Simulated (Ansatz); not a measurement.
# A computed series for InN: pressure series

The reference is InN in the wurtzite structure (space group P6_3mc, No. 186; a = 3.5809 Å, c = 5.7882 Å).

Cell and atoms are relaxed at each pressure.

Method: Kohn–Sham DFT with the PBE functional, run in Ansatz (a first-principles code) with PAW and 420 eV plane waves, without spin-orbit coupling, earlier PAW set.

Notes on the quantities. enthalpy: H = E + PV relative to the base's energy.

```json
[
 {"change": "base", "lattice parameter a": "3.581 Å", "band gap": "zero", "enthalpy": "–"},
 {"change": "pressure −2 GPa", "lattice parameter a": "3.601 Å", "band gap": "zero", "enthalpy": "-0.20 eV/atom"},
 {"change": "pressure −1 GPa", "lattice parameter a": "3.591 Å", "band gap": "zero", "enthalpy": "-0.10 eV/atom"},
 {"change": "pressure 1.8 GPa", "lattice parameter a": "3.564 Å", "band gap": "zero", "enthalpy": "+0.18 eV/atom"},
 {"change": "pressure 4.2 GPa", "lattice parameter a": "3.544 Å", "band gap": "zero", "enthalpy": "+0.41 eV/atom"},
 {"change": "pressure 9 GPa", "lattice parameter a": "3.508 Å", "band gap": "zero", "enthalpy": "+0.87 eV/atom"},
 {"change": "pressure 18 GPa", "lattice parameter a": "3.453 Å", "band gap": "zero", "enthalpy": "+1.70 eV/atom"},
 {"change": "pressure 30 GPa", "lattice parameter a": "3.396 Å", "band gap": "0.19 eV", "enthalpy": "+2.74 eV/atom"},
 {"change": "pressure 45 GPa", "lattice parameter a": "3.348 Å", "band gap": "0.36 eV", "enthalpy": "+3.98 eV/atom"},
 {"change": "pressure 60 GPa", "lattice parameter a": "–", "band gap": "0.63 eV", "enthalpy": "+5.06 eV/atom"}
]
```

A case with no gap was solved on a k-mesh chosen for an insulator, which is coarse for it. From pressure 60 GPa on, the axis ratios lie over 15 % from the base's, so the cell there is far from its starting form. Load acts through the strain it causes; cell and atoms are relaxed under it. Stability against distortions was not tested. Tetrahedral semiconductors of this kind turn to denser phases somewhere between about 1 and 50 GPa; those were not computed, so compressed cells here can lie past the real transition. All final runs are without spin polarisation. Along this pressure series the structure jumps between pressure 45 GPa and pressure 60 GPa; cells beyond that are another form of it. Gaps under 0.05 eV, about the width of the smearing, are given as zero. The zero or small gap of InN can change with the level of theory.
